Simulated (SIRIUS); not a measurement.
## Zr: single point with PBE

The system is Zr.

```
Zr
1.0
     3.23200    0.00000    0.00000
    -1.61600    2.79899    0.00000
     0.00000    0.00000    5.14700
Zr
2
Direct
  0.66667 0.33333 0.75000
  0.33333 0.66667 0.25000
```

| Property | Result |
| --- | --- |
| Program | SIRIUS 7.12.0 |
| Task | single point |
| Functional | PBE |
| Potentials or basis | PseudoDojo 0.4.1 PBE standard (scalar relativistic) |
| Cutoff | 915 eV |
| Density cutoff | 3659 eV |
| k mesh | 9 × 9 × 5 |
| Occupations | fermi-dirac, width 0.05 eV |
| Spin | no spin polarisation |
| Libxc names | ["XC_GGA_X_PBE", "XC_GGA_C_PBE"] |
| Energy tol | 1e-08 Ha |
| Density tol | 1e-06 |
| Mixer | anderson |
| Mixing beta | 0.7 |
| Max scf | 100 |
| Radial cutoff for the potentials' integrals | 6.5 bohr |

```json
{
  "Pressure": "0.6 GPa",
  "Band gap on the k mesh": "none (metal or under the smearing width)"
}
```

Stress tensor (GPa, compression positive):
```
0.26 0.00 0.00
0.00 0.26 0.00
0.00 0.00 1.15
```

It took 19 s on 1 thread of AMD EPYC 9R45 96-Core Processor (Zen 5) (shared host), peak memory 0.27 GiB.
